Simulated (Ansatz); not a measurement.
Runs of Ansatz 0.2.0 on Al2O3 (Corundum). The structure is trigonal, space group R-3c (No. 167). The conventional cell has a = 4.760 Å, b = 4.760 Å, c = 12.996 Å, α = 90.00°, β = 90.00°, γ = 120.00°. Al (site symmetry 3) is surrounded by 6 O at 1.85 to 1.97 Å. O (site symmetry 2) is surrounded by 4 Al at 1.85 to 1.97 Å. 

| task | level | cell | points for each segment of the path | gap on the mesh (eV) | pressure (GPa) | relaxed volume (Å³/atom) | largest force (eV/Å) |
| --- | --- | --- | --- | --- | --- | --- | --- |
| relaxation of cell and atoms | LDA | relaxed | - | 6.43 | 0.0 | 8.32 | - |
| relaxation of cell and atoms | PBE | relaxed | - | 5.85 | 0.0 | (a) | - |
| band structure | PBE | as given | 10 | 6.22 | 7.3 | - | 0.03 |
| single point | PBE | as given | - | 6.22 | 7.3 | - | 0.03 |
| band structure | LDA | as given | 10 | (b) | -5.3 | - | 0.11 |
| single point | PBE | atoms moved at random, drawn with an rms of 0.05 Å | - | 6.08 | 8.2 | - | 1.30 |

Alike in all rows: potentials or basis Ansatz PAW; no spin polarisation; k mesh 7 × 7 × 7; cutoff (eV) 420; smearing fermi-dirac 0.05 eV.

**Question.** Estimate the missing entries.

**Answer.** (a) 8.76; (b) 6.16.

Caveats: odd divisions of the mesh miss points on the zone boundary, where band edges often lie, so the gap on the mesh can be too wide (some runs); the plane-wave basis is chosen anew once the cell has moved, so the energies of steps on either side of that aren't comparable (some runs); the PAW data sets come from PBE, with cores solved anew for the run's functional, which leaves a small shift of forces and pressure (some runs).

A k mesh can miss the band edges.
